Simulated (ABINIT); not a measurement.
Cu:

```
CELL_PARAMETERS angstrom
0.00000 1.80750 1.80750
1.80750 0.00000 1.80750
1.80750 1.80750 0.00000
ATOMIC_POSITIONS crystal
Cu 0.00000 0.00000 0.00000
```

Base run:

* Program: ABINIT 10.8.3 (patched build)
* Functional: SCAN
* Potentials or basis: JTH PAW PBE v2.0
* Cutoff: 844 eV
* k mesh: 13 × 13 × 13
* Occupations: fermi-dirac, width 0.05 eV
* Spin: no spin polarisation

Its results: band gap on the k mesh none (metal or under the smearing width); pressure -6.7 GPa.

Problem. After a change of settings the same cell gave: band gap on the k mesh none (metal or under the smearing width); pressure 5.4 GPa. Which change was it?
A. functional from SCAN to PBEsol
B. functional from SCAN to RPBE
C. functional from SCAN to LDA
D. functional from SCAN to PW91

Solution. B.

Caveats: the PAW data sets were made with another functional, which shifts forces and pressure a little.

Runs at the PBE level aren't shown here.
